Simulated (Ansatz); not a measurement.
# Te: energy and pressure over a range of volumes

An exercise on one series of results from a longer session: the logs are not shown, and one member is left open.

Program: Ansatz 0.2.0. Level of theory: DFT PBE, scalar-relativistic. These are calculated values, not measurements.

### The system as given

Symmetry: C2/m, No. 12, monoclinic system. Conventional cell: a = 8.468 Å, b = 4.742 Å, c = 3.959 Å, α = 90.00°, β = 91.89°, γ = 90.00°. Te (site symmetry m) is surrounded by 6 Te at 2.99 to 3.25 Å. Around Te (site symmetry 2/m) lie 6 Te at 2.99 to 3.10 Å.

Cell or atoms stand a little off a more symmetric structure (R-3m at a tolerance of 0.3 Å), so results at this geometry aren't those of that ideal crystal.

As a file:

```
CELL_PARAMETERS angstrom
4.23410 -2.37120 0.00000
4.23410 2.37120 0.00000
-0.13045 0.00000 3.95735
ATOMIC_POSITIONS crystal
Te 0.67600 0.67600 0.67500
Te 0.32400 0.32400 0.32500
Te 0.00000 0.00000 0.00000
```

Atoms are numbered in the order of the input: Te1, Te2, Te3.

The first run:

File input.yaml:

```yaml
crystal:
  lattice:
    - [4.1768754176, -2.3391528283, 0.0]
    - [4.1768754176, 2.3391528283, 0.0]
    - [-0.128686946, 0.0, 3.9038657409]
  atoms:
    - { symbol: Te, position: [0.676, 0.676, 0.675] }
    - { symbol: Te, position: [0.324, 0.324, 0.325] }
    - { symbol: Te, position: [0.0, 0.0, 0.0] }
kpoints:
  mp_grid: { grid: [8, 8, 8] }
  band_path:
    path:
      - [0.0, 0.0, 0.0]
      - [-0.3284920764, 0.3284920764, 0.0]
      - [-0.6715079236, -0.3284920764, 0.0]
      - [-0.5, -0.5, 0.0]
      - [0.0, 0.0, 0.0]
      - [-0.5, -0.5, 0.5]
      - [-0.6770386277, -0.3229613723, 0.5]
      - [-0.3229613723, 0.3229613723, 0.5]
      - [0.0, 0.0, 0.5]
    npoints: 5
scf:
  occupations: { method: fermi_dirac, width: 0.05 }
hamiltonian:
  xc: pbe
  pseudopotentials: { kind: all_electron, lapw: { basis_error: 0.001 } }
output:
  forces: true
  stress: true
  eigenvalues: true
```

On the command line:

```sh
$ ansatz run input.yaml --threads 1 --pin off --max-ram 4096MiB --backend cpu --events-out ev --progress --plain --runs-dir out
```

Among the steps run: Volume × 0.96, LAPW; Volume × 0.96, PAW; Volume × 0.96, crystal datasets; Volume × 0.99, LAPW; Volume × 0.99, PAW; Volume × 0.99, crystal datasets; Volume × 1.02, LAPW; Volume × 1.02, PAW; Volume × 1.02, crystal datasets; Volume × 1.06, LAPW; Volume × 1.06, PAW; Volume × 1.06, crystal datasets.

One table of the session follows, with a row left open; its other results are not shown here.

It belongs to the step «Fits». 

```
          method  volume (Å³/atom)  pressure (GPa)  largest force (eV/Å)
            LAPW            25.428           13.54                 0.620
            LAPW            26.223           10.37                 0.529
            LAPW            27.017            7.64                 0.448
            LAPW            28.077            4.59                 0.351
             PAW            25.428           13.53                 0.621
             PAW            26.223           10.35                 0.530
             PAW            27.017               ?                     ?
             PAW            28.077            4.58                 0.352
crystal datasets            25.428           13.54                 0.620
crystal datasets            26.223           10.37                 0.529
crystal datasets            27.017            7.64                 0.448
crystal datasets            28.077            4.59                 0.351
```

**Question.** Estimate the row for PAW, 27.017.

As computed: pressure (GPa): 7.63; largest force (eV/Å): 0.448. In the column «pressure (GPa)» it lies between crystal datasets, 28.077 (4.59) and LAPW, 27.017 (7.64).

To keep in mind: Warnings in the runs' records: gradients without spin orbit, crystal datasets made.
